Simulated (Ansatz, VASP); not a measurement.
Two plane-wave programs on WSe2

```
Se W
1.0
     3.28549    0.00000    0.00000
    -1.64275    2.84532    0.00000
     0.00000    0.00000   24.23865
Se W
2 1
Direct
  0.33333 0.66667 0.18565
  0.33333 0.66667 0.32466
  0.66667 0.33333 0.25516
```

Alike in both runs: task single point; functional PBE; dispersion D3(BJ); k mesh 9 × 9 × 1; occupations gaussian, width 0.05 eV; no spin polarisation.

```csv
,VASP,Ansatz
version,VASP 6.6.1,Ansatz 0.2.0
potentials or method,"VASP PAW PBE potentials, release 64 (Se, W_sv)","scalar-relativistic, plane waves, PAW"
plane-wave cutoff (eV),520,420
valence electrons in the cell,26,46
```

|  | VASP | Ansatz | Ansatz less VASP |
| --- | --- | --- | --- |
| gap on the k mesh at the Fermi level (eV) | 1.67 | 1.67 | +0.004 |
| least direct gap on the mesh (eV) | 1.67 | 1.67 | +0.004 |
| rms of the force components (eV/Å) | 0.023 | 0.000 | -0.0226 |

The two sets of potentials don't hold the same shells in valence.

Caveats: spin-orbit coupling is left out, which moves the levels of the heavy elements.
